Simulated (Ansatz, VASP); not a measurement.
**Two plane-wave programs on NaI**

```
Na I
1.0
     4.11569    0.00000    0.00000
     0.00000    4.04054    0.00000
     0.00000    0.00000    4.04054
Na I
1 1
Cartesian
  0.0000 0.0000 0.0000
  2.0578 2.0203 2.0203
```

Change from the starting cell: uniaxial_x strain +1.9%.

Alike in both runs: task single point; functional r2SCAN; k mesh 6 × 6 × 6; no spin polarisation.

|  | VASP | Ansatz |
| --- | --- | --- |
| version | VASP 6.6.1 | Ansatz 0.2.0 |
| potentials or method | VASP PAW PBE potentials, release 64 (Na_pv, I) | plane waves, PAW |
| plane-wave cutoff (eV) | 520 | 500 |
| occupations | gaussian, width 0.01 eV | fixed |
| valence electrons in the cell | 14 | 26 |

|  | VASP | Ansatz | Ansatz less VASP |
| --- | --- | --- | --- |
| gap on the k mesh at the Fermi level (eV) | 2.99 | 2.98 | -0.015 |
| pressure (GPa) | -0.4 | -0.3 | +0.09 |
| largest component of the traceless stress (GPa) | 0.63 | 0.62 | -0.006 |

The two sets of potentials don't hold the same shells in valence.

Caveats: the PAW data sets were made with another functional, which shifts forces and pressure a little (VASP); spin-orbit coupling is left out, which moves the levels of the heavy elements. A k mesh can miss the band edges.
